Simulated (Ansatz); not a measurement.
## A N vacancy in wurtzite BN, 95 atoms, charge +2

All numbers come from Ansatz (PAW, plane waves, no spin–orbit coupling) at the single k point (¼, ¼, ¼) without its symmetry partners. The atoms were relaxed with PBEsol in a fixed cell; other functionals are single points on those atoms unless said otherwise. The valence top and gap of the host come from its small cell on a dense mesh, with the band extrema sought between the mesh points, lined up by the mean potential, PBEsol gap 4.96 eV, HSE06 gap 6.52 eV. The charge correction uses an assumed dielectric constant of 7.

Relaxed structure:

```cif
data_structure
_symmetry_space_group_name_H-M 'P 1'
_symmetry_Int_Tables_number 1
_cell_length_a 7.6230
_cell_length_b 8.8023
_cell_length_c 8.4066
_cell_angle_alpha 90.000
_cell_angle_beta 90.000
_cell_angle_gamma 90.000
_cell_volume 564.08
loop_
_atom_site_label
_atom_site_type_symbol
_atom_site_fract_x
_atom_site_fract_y
_atom_site_fract_z
_atom_site_occupancy
B1 B 0.00012 0.16652 0.00101 1
B2 B 0.00014 0.16718 0.50169 1
B3 B 0.33336 0.16607 0.00068 1
B4 B 0.33305 0.16344 0.50209 1
B5 B 0.16637 0.41632 0.00042 1
B6 B 0.16624 0.41625 0.50232 1
B7 B 0.00012 0.66734 0.00023 1
B8 B 0.99986 0.66879 0.50221 1
B9 B 0.66685 0.16607 0.00068 1
B10 B 0.66712 0.16352 0.50205 1
B11 B 0.50013 0.41539 0.99529 1
B12 B 0.50017 0.39189 0.50892 1
B13 B 0.33232 0.66735 0.99517 1
B14 B 0.30987 0.67882 0.50859 1
B15 B 0.16634 0.91710 0.00055 1
B16 B 0.16445 0.91872 0.50199 1
B17 B 0.83384 0.41631 0.00043 1
B18 B 0.83396 0.41612 0.50225 1
B19 B 0.66792 0.66739 0.99523 1
B20 B 0.69016 0.67864 0.50863 1
B21 B 0.50010 0.91706 0.00032 1
B22 B 0.50006 0.91664 0.50220 1
B23 B 0.83388 0.91712 0.00057 1
B24 B 0.83567 0.91884 0.50205 1
B25 B 0.16667 0.08352 0.25018 1
B26 B 0.16611 0.08357 0.75166 1
B27 B 0.00009 0.33279 0.25062 1
B28 B 0.00005 0.33245 0.75146 1
B29 B 0.50004 0.08370 0.25032 1
B30 B 0.50003 0.08377 0.75164 1
B31 B 0.33258 0.33325 0.24931 1
B32 B 0.33105 0.33216 0.75129 1
B33 B 0.16626 0.58259 0.24904 1
B34 B 0.16512 0.58181 0.75123 1
B35 B 0.99999 0.83364 0.24990 1
B36 B 0.00000 0.83375 0.75173 1
B37 B 0.83339 0.08355 0.25020 1
B38 B 0.83392 0.08358 0.75167 1
B39 B 0.66754 0.33319 0.24934 1
B40 B 0.66904 0.33214 0.75129 1
B41 B 0.50008 0.58335 0.21872 1
B42 B 0.50005 0.58321 0.74563 1
B43 B 0.33373 0.83415 0.24925 1
B44 B 0.33354 0.83571 0.75126 1
B45 B 0.83385 0.58252 0.24899 1
B46 B 0.83491 0.58178 0.75128 1
B47 B 0.66636 0.83414 0.24921 1
B48 B 0.66655 0.83572 0.75128 1
N1 N 0.00011 0.16658 0.18825 1
N2 N 0.00009 0.16673 0.68820 1
N3 N 0.33365 0.16715 0.18805 1
N4 N 0.33313 0.16635 0.68801 1
N5 N 0.16683 0.41673 0.18813 1
N6 N 0.16657 0.41644 0.68801 1
N7 N 0.00012 0.66650 0.18780 1
N8 N 0.00003 0.66647 0.68768 1
N9 N 0.66654 0.16714 0.18805 1
N10 N 0.66705 0.16634 0.68803 1
N11 N 0.50013 0.41742 0.18783 1
N12 N 0.50014 0.41524 0.68533 1
N13 N 0.33402 0.66633 0.18783 1
N14 N 0.33226 0.66728 0.68517 1
N15 N 0.16710 0.91634 0.18795 1
N16 N 0.16650 0.91698 0.68792 1
N17 N 0.83341 0.41667 0.18812 1
N18 N 0.83366 0.41642 0.68801 1
N19 N 0.66619 0.66640 0.18765 1
N20 N 0.66796 0.66722 0.68526 1
N21 N 0.50009 0.91670 0.18799 1
N22 N 0.50007 0.91696 0.68799 1
N23 N 0.83307 0.91638 0.18795 1
N24 N 0.83363 0.91699 0.68795 1
N25 N 0.16684 0.08353 0.43789 1
N26 N 0.16667 0.08334 0.93816 1
N27 N 0.00015 0.33399 0.43823 1
N28 N 0.00006 0.33338 0.93807 1
N29 N 0.50001 0.08241 0.43825 1
N30 N 0.50003 0.08322 0.93803 1
N31 N 0.33431 0.33535 0.43719 1
N32 N 0.33321 0.33319 0.93733 1
N33 N 0.16859 0.58334 0.43719 1
N34 N 0.16655 0.58328 0.93724 1
N35 N 0.99994 0.83371 0.43815 1
N36 N 0.00003 0.83339 0.93795 1
N37 N 0.83322 0.08368 0.43789 1
N38 N 0.83340 0.08335 0.93818 1
N39 N 0.66586 0.33509 0.43721 1
N40 N 0.66688 0.33319 0.93734 1
N41 N 0.50006 0.58331 0.93300 1
N42 N 0.33483 0.83168 0.43722 1
N43 N 0.33335 0.83347 0.93725 1
N44 N 0.83129 0.58295 0.43710 1
N45 N 0.83352 0.58327 0.93725 1
N46 N 0.66521 0.83167 0.43720 1
N47 N 0.66673 0.83350 0.93724 1
```

Chemical potentials μ are those of reference phases of the elements at zero temperature by the same functional (the usual solids, diamond for C, grey Sn, and the molecules H2, N2, O2, F2, Cl2, Br2 and S8).

| functional | E(defect) − E(host) − Σ nμ + q·E_VBM (eV) | monopole (eV) | alignment (eV) | formation energy at E_F = VBM (eV) | moment (μB) | wall time, shared host |
| --- | --- | --- | --- | --- | --- | --- |
| PBEsol | 4.25 | 1.41 | -0.58 | 5.08 | 1.0 | 67 s (relaxation) |
| HSE06 | 2.61 | 1.41 | -0.55 | 3.47 | 1.0 | 3.5 min |

HSE06 one-electron levels near the gap (the ten most localised at most), from the host's valence top, not corrected for the charge's images:

| level (eV) | spin | filling | atoms sharing it | element of the atom with most weight |
| --- | --- | --- | --- | --- |
| 0.74 | up | 1.00 | 12.3 | B |
| 2.59 | down | 0.00 | 10.6 | B |
| 5.17 | up | 0.00 | 8.8 | B |
| 5.30 | up | 0.00 | 9.2 | B |
| 5.46 | up | 0.00 | 8.8 | B |
| 5.84 | down | 0.00 | 7.0 | B |
| 5.97 | down | 0.00 | 9.8 | B |
| 6.17 | down | 0.00 | 10.0 | B |

All elements are taken at their own reference at once; growth conditions in equilibrium with the host shift these energies, by up to the host's formation enthalpy.

One k point and a cell of this size can leave errors of several tenths of an eV in such numbers.
